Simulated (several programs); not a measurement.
**MgTe (zincblende) from semi-empirical methods to plane-wave DFT**

Zincblende MgTe, relaxed with r2SCAN in Ansatz, was computed with several methods. Space group F-43m (No. 216), cubic; a = 6.466 Å in the conventional setting, 33.80 Å³ an atom. Mg is surrounded by 4 Te at 2.80 Å; Te is surrounded by 4 Mg at 2.80 Å. No spin polarisation. The prototype was imposed, so other structures may be more stable.

```cif
data_structure
_symmetry_space_group_name_H-M 'F-43m'
_symmetry_Int_Tables_number 216
_cell_length_a 6.4662
_cell_length_b 6.4662
_cell_length_c 6.4662
_cell_angle_alpha 90.000
_cell_angle_beta 90.000
_cell_angle_gamma 90.000
_cell_volume 270.37
loop_
_atom_site_label
_atom_site_type_symbol
_atom_site_symmetry_multiplicity
_atom_site_Wyckoff_symbol
_atom_site_fract_x
_atom_site_fract_y
_atom_site_fract_z
_atom_site_occupancy
Mg1 Mg 4 a 0.00000 0.00000 0.00000 1
Te1 Te 4 d 0.25000 0.25000 0.75000 1
```

Gaps and times are for a single point on this cell; volume and bulk modulus come from each method's own relaxation or energy curve at fixed shape. Times are rough, from shared hosts (AMD EPYC 7R43 64-Core Processor; Arm Neoverse V2; NVIDIA H100 80GB HBM3), and each method has its own mesh and cell size. PM6 (MOPAC), PM7 (MOPAC), GFN1-xTB (tblite), GFN2-xTB (tblite) treat a cluster of cells at its zone centre, which samples few k points: where these miss a band edge, the gap comes out too large for that reason alone. Gaps from k meshes are read at a limited set of points (mesh, symmetry points, PBE's band edges), so each method's own least gap may be somewhat smaller. xTB and the PM methods were fitted mostly to molecules, and can miss a solid's gap by electronvolts. Minimal bases can be far off for gaps. Times of the plane-wave ladder aren't listed, since it ran on unlike processors and cards. GLLB-SC's gap includes the derivative discontinuity. G0W0 is at finite bands, cutoff and mesh. d marks a direct gap, i an indirect one (no mark: not told apart), a dash a value that wasn't computed or didn't pass its checks.

```tsv
method	kind	gap (eV)	own volume (Å³/atom)	bulk modulus (GPa)	atoms computed	processor time
light PBE (260 eV and a coarse mesh)	light plane-wave	2.39 d	–	–	2	1.3 s
GFN1-xTB (DFTB+)	tight binding	1.61 d	–	–	2	1.8 s
PM6 (MOPAC)	semi-empirical	6.81	–	–	cluster	2.9 s
PM7 (MOPAC)	semi-empirical	10.01	–	–	cluster	3.5 s
PBE	semilocal	2.42 d	34.47	34	2	–
GFN1-xTB (tblite)	tight binding	1.36	–	–	cluster	5.2 s
PBE/single zeta (GPAW)	small basis	2.20 d	–	–	2	9.2 s
r2SCAN	semilocal	3.10 d	33.80	37	2	–
PBE/SZV (CP2K)	small basis	1.61 d	–	–	2	14 s
GLLB-SC (GPAW)	model potential	4.49	–	–	2	17 s
GFN2-xTB (tblite)	tight binding	1.29	35.13	29	cluster	17 s
PBE+SOC	semilocal	2.15 d	–	–	2	–
PBE/DZVP (CP2K)	small basis	2.23 d	–	–	2	29 s
G0W0@r2SCAN (180 eV screening cutoff)	many-body	3.98	–	–	2	–
G0W0@HSE06 (180 eV screening cutoff)	many-body	4.05	–	–	2	–
G0W0@PBE0 (180 eV screening cutoff)	many-body	4.25	–	–	2	–
G0W0@PBE (260 eV screening cutoff)	many-body	3.65	–	–	2	–
HSE06	hybrid	3.27 d	–	–	2	–
PBE0	hybrid	3.90 d	–	–	2	–
```

Against HSE06 (3.27 eV) and with closed or daggered gaps left aside, the nearest gap at the points sampled is that of r2SCAN (-0.17 eV) and the farthest that of PM7 (MOPAC) (+6.74 eV). HSE06 is only a yardstick of convenience, and nearness to it can be luck.

Volumes against r2SCAN's: PBE +2.0 %, GFN2-xTB (tblite) +3.9 %.

Only the rows marked +SOC include spin-orbit coupling.
